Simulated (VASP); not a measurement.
# ZnSe (F-43m) in VASP: further runs

The runs below take ZnSe through relaxation of cell and atoms, with PBE.

Program: VASP 6.6.1. These are calculated values, not measurements. Logs are shortened: lines on timing, memory, paths and dates and some standing lists are left out, and cuts for length are marked.

## Step 1: Starting point

It takes space group F-43m (No. 216, cubic). The conventional cell has a = 5.668 Å, b = 5.668 Å, c = 5.668 Å, α = 90.00°, β = 90.00°, γ = 90.00°. Zn (site symmetry -43m) has 4 Se at 2.45 Å as nearest neighbours. Se (site symmetry -43m) is surrounded by 4 Zn at 2.45 Å.

## Step 2: Relaxation of cell and atoms, PBE

INCAR

```
SYSTEM = ZnSe
  PREC = Accurate
  ENCUT = 520
  EDIFF = 1E-7
  ISMEAR = 0
  SIGMA = 0.02
  LREAL = .FALSE.
  LASPH = .TRUE.
  NELM = 60
  ALGO = Normal
  ISIF = 3
  LWAVE = .FALSE.
  LCHARG = .FALSE.
  GGA = PE
  IBRION = 2
  NSW = 80
  EDIFFG = -0.002
```

KPOINTS

```
Automatic mesh
0
G
  2 2 2
  0 0 0
```

POSCAR

```
ZnSe
1.0
    0.0000000000      2.8338000000      2.8338000000
    2.8338000000      0.0000000000      2.8338000000
    2.8338000000      2.8338000000      0.0000000000
Zn Se
1 1
Direct
    0.0000000000      0.0000000000      0.0000000000
    0.2500000000      0.2500000000      0.2500000000
```

Potentials or basis: VASP PAW PBE potentials, release 64 (Zn, Se).

On the command line:

```console
> cat potpaw_PBE.64/Zn/POTCAR potpaw_PBE.64/Se/POTCAR > POTCAR
> mpirun -np 1 vasp_std > vasp.out
```

OUTCAR:

```text
SYSTEM = ZnSe
   PREC = Accurate
   ENCUT = 520
   EDIFF = 1E-7
   ISMEAR = 0
   LREAL = .FALSE.
   LASPH = .TRUE.
   NELM = 60
   ISIF = 3
   GGA = PE
   IBRION = 2
   NSW = 80
   EDIFFG = -0.002

 ion  position               nearest neighbor table
   1  0.000  0.000  0.000-   2 2.45   2 2.45   2 2.45   2 2.45
   2  0.250  0.250  0.250-   1 2.45   1 2.45   1 2.45   1 2.45

  LATTYP: Found a face centered cubic cell.
 ALAT       =     5.6676000000

  Lattice vectors:

 A1 = (   0.0000000000,   2.8338000000,   2.8338000000)
 A2 = (   2.8338000000,   0.0000000000,   2.8338000000)
 A3 = (   2.8338000000,   2.8338000000,   0.0000000000)

Analysis of symmetry for initial positions (statically):
=====================================================================
 Subroutine PRICEL returns:
 Original cell was already a primitive cell.

 Routine SETGRP: Setting up the symmetry group for a
 face centered cubic supercell.

 Subroutine GETGRP returns: Found 24 space group operations
 (whereof 24 operations were pure point group operations)
 out of a pool of 48 trial point group operations.

The static configuration has the point symmetry T_d .

Analysis of symmetry for dynamics (positions and initial velocities):
=====================================================================
 Subroutine PRICEL returns:
 Original cell was already a primitive cell.

 Routine SETGRP: Setting up the symmetry group for a
 face centered cubic supercell.

 Subroutine GETGRP returns: Found 24 space group operations
 (whereof 24 operations were pure point group operations)
 out of a pool of 48 trial point group operations.

The dynamic configuration has the point symmetry T_d .

 Subroutine INISYM returns: Found 24 space group operations
 (whereof 24 operations are pure point group operations),
 and found     1 'primitive' translations

----------------------------------------------------------------------------------------

                                     Primitive cell

  volume of cell :      45.5132

  direct lattice vectors                    reciprocal lattice vectors
     0.000000000  2.833800000  2.833800000    -0.176441527  0.176441527  0.176441527
     2.833800000  0.000000000  2.833800000     0.176441527 -0.176441527  0.176441527
     2.833800000  2.833800000  0.000000000     0.176441527  0.176441527 -0.176441527

  length of vectors
     4.007598393  4.007598393  4.007598393     0.305605690  0.305605690  0.305605690

  position of ions in fractional coordinates (direct lattice)
     0.000000000  0.000000000  0.000000000
     0.250000000  0.250000000  0.250000000

  ion indices of the primitive-cell ions
   primitive index   ion index
                 1           1
                 2           2

----------------------------------------------------------------------------------------

 KPOINTS: Automatic mesh

Automatic generation of k-mesh.
 Grid dimensions read from file:
 generate k-points for:    2    2    2

 Generating k-lattice:

  Cartesian coordinates                     Fractional coordinates (reciprocal lattice)
    -0.088220764  0.088220764  0.088220764     0.500000000  0.000000000  0.000000000
     0.088220764 -0.088220764  0.088220764     0.000000000  0.500000000  0.000000000
     0.088220764  0.088220764 -0.088220764     0.000000000  0.000000000  0.500000000

  Length of vectors
     0.152802845  0.152802845  0.152802845

  Shift w.r.t. Gamma in fractional coordinates (k-lattice)
     0.000000000  0.000000000  0.000000000

 Subroutine IBZKPT returns following result:
 ===========================================

 Found      3 irreducible k-points:

 Following reciprocal coordinates:
            Coordinates               Weight
  0.000000  0.000000  0.000000      1.000000
  0.500000  0.000000  0.000000      4.000000
  0.500000  0.500000  0.000000      3.000000
   k-points           NKPTS =      3   k-points in BZ     NKDIM =      3   number of bands    NBANDS=     13
   number of dos      NEDOS =    301   number of ions     NIONS =      2
   total plane-waves  NPLWV =  27000
   dimension x,y,z NGX =    30 NGY =   30 NGZ =   30
   dimension x,y,z NGXF=    60 NGYF=   60 NGZF=   60
   ions per type =               1   1
   NGX,Y,Z   is equivalent  to a cutoff of  12.44, 12.44, 12.44 a.u.
   NGXF,Y,Z  is equivalent  to a cutoff of  24.89, 24.89, 24.89 a.u.
 SYSTEM =  ZnSe
   PREC   = accura    normal or accurate (medium, high low for compatibility)
   ISTART =      0    job   : 0-new  1-cont  2-samecut
   ICHARG =      2    charge: 1-file 2-atom 10-const
   ISPIN  =      1    spin polarized calculation?
   LNONCOLLINEAR =      F non collinear calculations
   LSORBIT =      F    spin-orbit coupling
   LASPH  =      T    aspherical Exc in radial PAW
   ENCUT  =  520.0 eV  38.22 Ry    6.18 a.u.   7.45  7.45  7.45*2*pi/ulx,y,z
   NELM   =     60;   NELMIN=  2; NELMDL= -5     # of ELM steps
   EDIFF  = 0.1E-06   stopping-criterion for ELM
   LREAL  =      F    real-space projection
   EDIFFG = -.2E-02   stopping-criterion for IOM
   NSW    =     80    number of steps for IOM
   IBRION =      2    ionic relax: 0-MD 1-quasi-New 2-CG
   NFREE  =      1    steps in history (QN), initial steepest desc. (CG)
   ISIF   =      3    stress and relaxation
   ISYM   =      2    0-nonsym 1-usesym 2-fastsym
   POTIM  = 0.5000    time-step for ionic-motion
   TEBEG  =    0.0;   TEEND  =   0.0 temperature during run
   PSTRESS=    0.0 pullay stress
   NELECT =      18.0000    total number of electrons
   NUPDOWN=      -1.0000    fix difference up-down
   EMIN   =  10.00;   EMAX   =-10.00  energy-range for DOS
   EFERMI =   0.00;   METHOD = LEGACY
   ISMEAR =     0;   SIGMA  =   0.02  broadening in eV -4-tet -1-fermi 0-gaus
   EFERMI_NEDOS =   21; number of points for ismear=-14 and -15
   IALGO  =     38    algorithm
   IMIX   =      4    mixing-type and parameters
     AMIX     =   0.40;   BMIX     =  1.00
     AMIX_MAG =   1.60;   BMIX_MAG =  1.00
  volume/ion in A,a.u.               =      22.76       153.57
  Fermi-wavevector in a.u.,A,eV,Ry     =   1.201673  2.270834 19.647073  1.444019
  Thomas-Fermi vector in A             =   2.337476
   LORBIT       =      0    0 simple, 1 ext, 2 COOP (PROOUT), +10 PAW based schemes
   GGA     = PE    functional components
   LHFCALC =     F    Hartree Fock is set to
   AEXX    =    0.0000 exact exchange contribution
   IVDW    =     0    specifies the selected vdW correction
   LEPSILON=     F    determine dielectric tensor
   LRPA    =     F    only Hartree local field effects (RPA)
 conjugate gradient relaxation of ions
 non-spin polarized calculation
 Gauss-broadening in eV      SIGMA  =   0.02
  energy-cutoff  :      520.00
  volume of cell :       45.51
 maximum number of plane-waves:      1243
 NGX is ok and might be reduce to    30
   NGX = 15   NGY = 15   NGZ = 15

--------------------------------------- Ionic step        1  -------------------------------------------

 number of electron      18.0000012 magnetization

 Free energy of the ion-electron system (eV)
  ---------------------------------------------------
  ext. energy  EPLUGINS =         0.00000000
  ---------------------------------------------------
  free energy    TOTEN  =        -4.54745338 eV

  energy without entropy =       -4.54745338  energy(sigma->0) =       -4.54745338

------------------------ aborting loop because EDIFF is reached ----------------------------------------

  FORCE on cell =-STRESS in cart. coord.  units (eV):
  Direction    XX          YY          ZZ          XY          YZ          ZX
  --------------------------------------------------------------------------------------
  -------------------------------------------------------------------------------------
  Total        2.3249732      2.3249732      2.3249732     -0.0000000     -0.0000000     -0.0000000
  in kB       81.8447721     81.8447721     81.8447721     -0.0000000     -0.0000000     -0.0000000
  external PRESSURE =      81.8447721 kB  Pullay stress =       0.0000000 kB

 VOLUME and BASIS-vectors are now :
 -----------------------------------------------------------------------------
  energy-cutoff  :      520.00
  volume of cell :       45.51
      direct lattice vectors                 reciprocal lattice vectors
     0.000000000  2.833800000  2.833800000    -0.176441527  0.176441527  0.176441527
     2.833800000  0.000000000  2.833800000     0.176441527 -0.176441527  0.176441527
     2.833800000  2.833800000  0.000000000     0.176441527  0.176441527 -0.176441527

 POSITION                                       TOTAL-FORCE (eV/Angst)
 -----------------------------------------------------------------------------------
      0.00000      0.00000      0.00000         0.000000      0.000000      0.000000
      1.41690      1.41690      1.41690        -0.000000     -0.000000     -0.000000
 -----------------------------------------------------------------------------------
    total drift:                               -0.000001     -0.000001     -0.000001

  FREE ENERGIE OF THE ION-ELECTRON SYSTEM (eV)
  ---------------------------------------------------
  free  energy   TOTEN  =        -4.5474533762 eV
[... 89 lines left out ...]
 VOLUME and BASIS-vectors are now :
 -----------------------------------------------------------------------------
  energy-cutoff  :      520.00
  volume of cell :       51.97
      direct lattice vectors                 reciprocal lattice vectors
     0.000000000  2.962016852  2.962016852    -0.168803901  0.168803901  0.168803901
     2.962016852 -0.000000000  2.962016852     0.168803901 -0.168803901  0.168803901
     2.962016852  2.962016852 -0.000000000     0.168803901  0.168803901 -0.168803901

 POSITION                                       TOTAL-FORCE (eV/Angst)
 -----------------------------------------------------------------------------------
      2.96202     -0.00000      2.96202        -0.000000     -0.000000     -0.000000
      1.48101      1.48101      1.48101         0.000000      0.000000      0.000000
 -----------------------------------------------------------------------------------
    total drift:                               -0.000002     -0.000002     -0.000002

  FREE ENERGIE OF THE ION-ELECTRON SYSTEM (eV)
  ---------------------------------------------------
  free  energy   TOTEN  =        -4.6920283287 eV

  energy  without entropy=       -4.6920283287  energy(sigma->0) =       -4.69202833

--------------------------------------- Ionic step        5  -------------------------------------------

 number of electron      17.9999993 magnetization

 Free energy of the ion-electron system (eV)
  ---------------------------------------------------
  ext. energy  EPLUGINS =         0.00000000
  ---------------------------------------------------
  free energy    TOTEN  =        -4.69204517 eV

  energy without entropy =       -4.69204517  energy(sigma->0) =       -4.69204517

 E-fermi :   1.0438     XC(G=0):  -8.5728

 val. band max:        0.9121557850   @ k =   0.0000   0.0000   0.0000
 cond. band min:       1.5272599725   @ k =   0.0000   0.0000   0.0000
 fundamental gap:      0.6151041875
 Fermi energy:         1.0437599034

 k-point     1 :       0.0000    0.0000    0.0000
  band No.  band energies     occupation
      1     -11.5288      2.00000
      2      -5.6455      2.00000
      3      -5.6455      2.00000
      4      -5.6455      2.00000
      5      -5.4118      2.00000
      6      -5.4118      2.00000
      7       0.9122      2.00000
      8       0.9122      2.00000
      9       0.9122      2.00000
     10       1.5273      0.00000
     11       6.4660      0.00000
     12       6.4660      0.00000
     13       6.4660      0.00000

 k-point     2 :       0.5000    0.0000    0.0000
  band No.  band energies     occupation
      1     -10.9094      2.00000
      2      -5.5867      2.00000
      3      -5.5867      2.00000
      4      -5.3983      2.00000
      5      -5.3983      2.00000
      6      -5.2823      2.00000
      7      -3.6888      2.00000
      8       0.1911      2.00000
      9       0.1911      2.00000
     10       3.0196      0.00000
     11       7.0488      0.00000
     12       7.0488      0.00000
     13       8.9917      0.00000
[... 27 lines left out ...]
 VOLUME and BASIS-vectors are now :
 -----------------------------------------------------------------------------
  energy-cutoff  :      520.00
  volume of cell :       51.90
      direct lattice vectors                 reciprocal lattice vectors
     0.000000000  2.960527122  2.960527122    -0.168888843  0.168888843  0.168888843
     2.960527122 -0.000000000  2.960527122     0.168888843 -0.168888843  0.168888843
     2.960527122  2.960527122  0.000000000     0.168888843  0.168888843 -0.168888843

 POSITION                                       TOTAL-FORCE (eV/Angst)
 -----------------------------------------------------------------------------------
      2.96053      2.96053      0.00000        -0.000000     -0.000000     -0.000000
      1.48026      1.48026      1.48026         0.000000      0.000000      0.000000
 -----------------------------------------------------------------------------------
    total drift:                               -0.000002     -0.000002     -0.000002

  FREE ENERGIE OF THE ION-ELECTRON SYSTEM (eV)
  ---------------------------------------------------
  free  energy   TOTEN  =        -4.6920451737 eV

  energy  without entropy=       -4.6920451737  energy(sigma->0) =       -4.69204517

 reached required accuracy - stopping structural energy minimisation
```

Wall time 11 s (1 thread of Intel Xeon 6975P-C (Granite Rapids), shared host); peak memory 0.16 GiB.

What came out:

* Free energy: -4.6920 eV
* Relaxed volume: 25.95 Å³/atom
* Relaxed cell: a = 4.187 Å, b = 4.187 Å, c = 4.187 Å, α = 60.00°, β = 60.00°, γ = 60.00°
* Space group after relaxing (to 0.05 Å): F-43m (No. 216)
* Energy gained by relaxing: 72.3 meV/atom
* Ionic steps: 5
* Pressure after relaxing: 0.0 GPa
* Band gap on the k mesh: 0.62 eV, direct

The path:
| step | energy change (eV) | largest force (eV/Å) | pressure (GPa) | volume (Å³) |
| --- | --- | --- | --- | --- |
| 1 | 0.0000 | 0.0000 | 8.18 | 45.51 |
| 2 | -0.1369 | 0.0000 | -1.42 | 53.61 |
| 3 | -0.1446 | 0.0000 | 0.05 | 51.84 |
| 4 | -0.1446 | 0.0000 | -0.07 | 51.97 |
| 5 | -0.1446 | 0.0000 | -0.01 | 51.90 |

Final structure:
```xyz
2
Lattice="0.0000 2.9605 2.9605 2.9605 0.0000 2.9605 2.9605 2.9605 0.0000" Properties=species:S:1:pos:R:3 pbc="T T T"
Zn    2.9605    2.9605    0.0000
Se    1.4803    1.4803    1.4803
```

Caveat: the k mesh is coarse (spacing up to 0.96 Å⁻¹), so the values aren't converged; the volume moved by +14 % from the deposited cell, more than functionals usually miss. Zero-point motion and thermal expansion aren't in these numbers.

## Step 3: Relaxation of cell and atoms, PBE

This run uses another cell than the first one, of 25.95 Å³/atom, 1.140 times its volume.

INCAR is that of step 2.

KPOINTS is that of step 2.

POSCAR

```
ZnSe                                    
1.0
    0.0000000000      2.9605271216      2.9605271216
    2.9605271216     -0.0000000000      2.9605271216
    2.9605271216      2.9605271216      0.0000000000
  Zn              Se            
     1     1
Direct
     0.0000000000000000    0.0000000000000000    1.0000000000000000
     0.2500000000000000    0.2500000000000000    0.2500000000000000
```

Potentials or basis: VASP PAW PBE potentials, release 64 (Zn, Se).

On the command line:

```console
> cat potpaw_PBE.64/Zn/POTCAR potpaw_PBE.64/Se/POTCAR > POTCAR
> mpirun -np 1 vasp_std > vasp.out
```

OUTCAR:

```text
SYSTEM = ZnSe
   PREC = Accurate
   ENCUT = 520
   EDIFF = 1E-7
   ISMEAR = 0
   LREAL = .FALSE.
   LASPH = .TRUE.
   NELM = 60
   ISIF = 3
   GGA = PE
   IBRION = 2
   NSW = 80
   EDIFFG = -0.002

 ion  position               nearest neighbor table
   1  0.000  0.000  0.000-   2 2.56   2 2.56   2 2.56   2 2.56
   2  0.250  0.250  0.250-   1 2.56   1 2.56   1 2.56   1 2.56

  LATTYP: Found a face centered cubic cell.
[... 266 lines left out ...]

  FORCE on cell =-STRESS in cart. coord.  units (eV):
  Direction    XX          YY          ZZ          XY          YZ          ZX
  --------------------------------------------------------------------------------------
  -------------------------------------------------------------------------------------
  Total        0.0021774      0.0021774      0.0021774     -0.0000000     -0.0000000     -0.0000000
  in kB        0.0671831      0.0671831      0.0671831     -0.0000000     -0.0000000     -0.0000000
  external PRESSURE =       0.0671831 kB  Pullay stress =       0.0000000 kB

 VOLUME and BASIS-vectors are now :
 -----------------------------------------------------------------------------
  energy-cutoff  :      520.00
  volume of cell :       51.93
      direct lattice vectors                 reciprocal lattice vectors
     0.000000000  2.961100602  2.961100602    -0.168856134  0.168856134  0.168856134
     2.961100602  0.000000000  2.961100602     0.168856134 -0.168856134  0.168856134
     2.961100602  2.961100602  0.000000000     0.168856134  0.168856134 -0.168856134

 POSITION                                       TOTAL-FORCE (eV/Angst)
 -----------------------------------------------------------------------------------
      2.96110      2.96110      5.92220        -0.000000     -0.000000     -0.000000
      1.48055      1.48055      1.48055         0.000000      0.000000      0.000000
 -----------------------------------------------------------------------------------
    total drift:                               -0.000001     -0.000001     -0.000001

  FREE ENERGIE OF THE ION-ELECTRON SYSTEM (eV)
  ---------------------------------------------------
  free  energy   TOTEN  =        -4.6924778368 eV

  energy  without entropy=       -4.6924778368  energy(sigma->0) =       -4.69247784

 reached required accuracy - stopping structural energy minimisation
```

Run time: 4.4 s. Hardware: 1 thread of Intel Xeon 6975P-C (Granite Rapids), shared host; peak memory 0.17 GiB.

What came out:

```
Free energy                            : -4.6925 eV
Relaxed volume                         : 25.96 Å³/atom
Relaxed cell                           : a = 4.188 Å, b = 4.188 Å, c = 4.188 Å, α = 60.00°, β = 60.00°, γ = 60.00°
Space group after relaxing (to 0.05 Å) : F-43m (No. 216)
Energy gained by relaxing              : 0.0 meV/atom
Ionic steps                            : 2
Pressure after relaxing                : 0.0 GPa
Band gap on the k mesh                 : 0.61 eV, direct
```

Final structure:
```
Zn Se
1.0
     0.00000    2.96110    2.96110
     2.96110    0.00000    2.96110
     2.96110    2.96110    0.00000
Zn Se
1 1
Direct
  0.00000 0.00000 0.00000
  0.25000 0.25000 0.25000
```

Levels at points of the mesh, in eV from the valence-band top:
```tsv
k point	band 6	band 7	band 8	band 9	band 10	band 11	band 12	band 13
(0.00, 0.00, 0.00)	-6.32	0.00	0.00	0.00	0.61	5.55	5.55	5.55
(0.50, 0.00, 0.00)	-6.19	-4.60	-0.72	-0.72	2.11	6.14	6.14	8.08
(0.50, 0.50, 0.00)	-6.17	-4.39	-1.81	-1.81	3.05	3.22	9.87	10.19
```

Caveat: the k mesh is coarse (spacing up to 0.92 Å⁻¹), so the values aren't converged.
